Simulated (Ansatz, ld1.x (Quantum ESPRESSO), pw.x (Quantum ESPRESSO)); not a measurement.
molybdenum (fcc): variants of one PAW potential in the solid

```
Element                 : molybdenum
Generator               : ld1.x (Quantum ESPRESSO) 7.5
Type                    : PAW
Functional              : LDA (PW92)
Relativity              : scalar-relativistic
Frozen core             : [Ar] 3d10 4s2
Valence charge          : 12
Reference configuration : 4p6 4d5 5s1 5p0
Partial waves           : 5s (bound): rcut 2.85, rcutus 3.45 bohr; 5s channel at 3.05 Ry: rcut 2.85, rcutus 3.45 bohr; 4p (bound): rcut 1.65, rcutus 2.10 bohr; 5p (bound, empty): rcut 1.65, rcutus 2.10 bohr; 4d (bound): rcut 2.05, rcutus 2.60 bohr; 4d channel at 0.7 Ry: rcut 2.05, rcutus 2.60 bohr
Local potential         : all-electron potential smoothed inside 2.55 bohr (lloc = -2)
Core correction         : none
Augmentation charge     : PSQ, radius 1.70 bohr
```

Crystal test: fcc Mo in pw.x 7.5, no spin, 14³ k-points, Fermi–Dirac smearing 0.01 Ry, cutoffs set for each file from its atomic test. The reference is all-electron LAPW (Ansatz 0.2.0) with the same functional, mesh and smearing; V0 and B0 come from Birch–Murnaghan fits to the pressures at five volumes. Errors are pseudo minus all-electron; Δ is the rms difference of the E(V) curves that follow from these fits, minima aligned, over ±6 % about the mean V0. Mesh and smearing are coarse, so the numbers serve the comparison and aren't converged zero-temperature values; the lattice is a test structure that the element need not adopt.

All-electron: a0 = 3.938 Å (V0 = 15.27 Å³/atom), B0 = 265.2 GPa.

Base: The largest radius (3.45 bohr) exceeds half the bond length (2.63 bohr), so the spheres overlap, which is one possible source of error among others. This is a poor potential for the solid. Atomic configuration tests: test run stopped at test 1 of 9 (negative rho).

3 further variants are left out: they gave no file fit for a test, a broken result, the same result as the base, or pressures whose basis-set error rivals the error shown.

```csv
change,cutoffs (Ry),pw.x,a0 (Å),a0 error (%),B0 error (%),Δ (meV/atom),mean pressure error (GPa)
base,45/360,converged,3.958,+0.50,-1.2,14.3,+4.66
"waves 5s (bound): rcut 2.85, rcutus 3.76 bohr; 5s channel at 3.05 Ry: rcut 2.85, rcutus 3.76 bohr",45/360,converged,3.953,+0.39,-2.0,11.0,+3.55
```

(1) Give the row for: waves 5s (bound): rcut 2.85, rcutus 3.12 bohr; 5s channel at 3.05 Ry: rcut 2.85, rcutus 3.12 bohr.

Results:

(1) pw.x: converged; mean pressure error (GPa): +5.30; a0 (Å): 3.961; a0 error (%): +0.57; B0 error (%): -1.1; Δ (meV/atom): 16.3.
